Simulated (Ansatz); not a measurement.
Runs of Ansatz 0.2.0 on GaN. It takes space group P6_3mc (No. 186, hexagonal). Conventional cell: a = 3.180 Å, b = 3.180 Å, c = 5.166 Å, α = 90.00°, β = 90.00°, γ = 120.00°. Around Ga (site symmetry 3m) lie 4 N at 1.94 to 1.95 Å. Around N (site symmetry 3m) lie 4 Ga at 1.94 to 1.95 Å. 

```csv
task,level,cell,k mesh,cutoff (eV),smearing,points for each segment of the path,mesh quality,gap on the mesh (eV),pressure (GPa),relaxed volume (Å³/atom),largest force (eV/Å)
relaxation of cell and atoms,LDA,relaxed,10 × 10 × 5,420,fermi-dirac 0.05 eV,-,not flagged,2.13,0.0,11.05,-
band structure,r2SCAN50,as given,5 × 5 × 3,500,fermi-dirac 0.05 eV,4,coarse,6.18,-5.9,-,0.17
single point,LDA,as given,10 × 10 × 5,420,gaussian 0.1 eV,-,not flagged,1.97,-4.5,-,0.13
band structure,LDA,as given,10 × 10 × 5,420,fermi-dirac 0.05 eV,14,not flagged,1.97,-4.5,-,0.13
band structure,r2SCAN,as given,10 × 10 × 5,500,fermi-dirac 0.05 eV,14,not flagged,2.38,1.1,-,0.14
relaxation of cell and atoms,RPBE+D4,relaxed,10 × 10 × 5,420,fermi-dirac 0.05 eV,-,not flagged,(a),0.0,11.24,-
relaxation of cell and atoms,PBEsol+D4,relaxed,10 × 10 × 5,420,fermi-dirac 0.05 eV,-,not flagged,1.99,0.0,11.18,-
relaxation of cell and atoms,BLYP,relaxed,10 × 10 × 5,420,fermi-dirac 0.05 eV,-,not flagged,(c),0.0,(b),-
```

Alike in all rows: potentials or basis Ansatz PAW; no spin polarisation.

Q: Fill in the values left out.

A: (a) 2.05; (b) 12.14; (c) 1.57.

Caveats: some runs use coarse meshes; the PAW data sets come from PBE, with cores solved anew for the run's functional, which leaves a small shift of forces and pressure; odd divisions of the mesh miss points on the zone boundary, where band edges often lie, so the gap on the mesh can be too wide (some runs); the plane-wave basis is chosen anew once the cell has moved, so the energies of steps on either side of that aren't comparable (some runs); the thresholds are loose for stress (some runs).

A k mesh can miss the band edges, and the runs leave out spin-orbit coupling on Ga.

Runs at the PBE level aren't shown here.
